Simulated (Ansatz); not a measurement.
**Sn under changes of volume**

One of the cells (27.353 Å³/atom); the others are scaled copies at fixed shape and fractional positions:

```
Sn
1.0
    -2.02919    2.02919    1.66076
     2.02919   -2.02919    1.66076
     2.02919    2.02919   -1.66076
Sn
1
Direct
  0.00000 0.00000 0.00000
```

This isn't the form of Sn at room conditions, which is tetragonal (white tin).

| Item | Value |
| --- | --- |
| Program | Ansatz 0.2.0 |
| Functional | PBE |
| Potentials or basis | Ansatz PAW |
| Cutoff | 420 eV (not typed: the program's choice for these potentials) |
| k mesh | 10 × 10 × 10 |
| Occupations | fermi-dirac, width 0.05 eV |
| Spin | no spin polarisation |

```csv
volume (Å³/atom),energy over the lowest point (meV/atom),pressure (GPa)
25.712,27.10,4.5
26.259,?,?
26.806,5.84,1.9
27.353,1.23,0.9
27.901,0.00,-0.1
28.448,1.79,-0.9
28.995,6.27,-1.7
```

What does the run at 26.259 Å³/atom give?

Energy over the lowest point 14.26 meV/atom; pressure 3.1 GPa.

Worked out: A Birch-Murnaghan fit of order 3 (a polynomial in V^(-2/3)) to the other rows has its minimum at 27.84 Å³/atom with B0 = V·E''(V) = 46 GPa and B' = 5.1 at fixed shape and positions, which overstates the stiffness. It gives 14.31 meV/atom at 26.259 Å³/atom, against the run's 14.26, and -dE/dV = 3.1 GPa, against 3.1.

Energies are extrapolated to zero smearing.
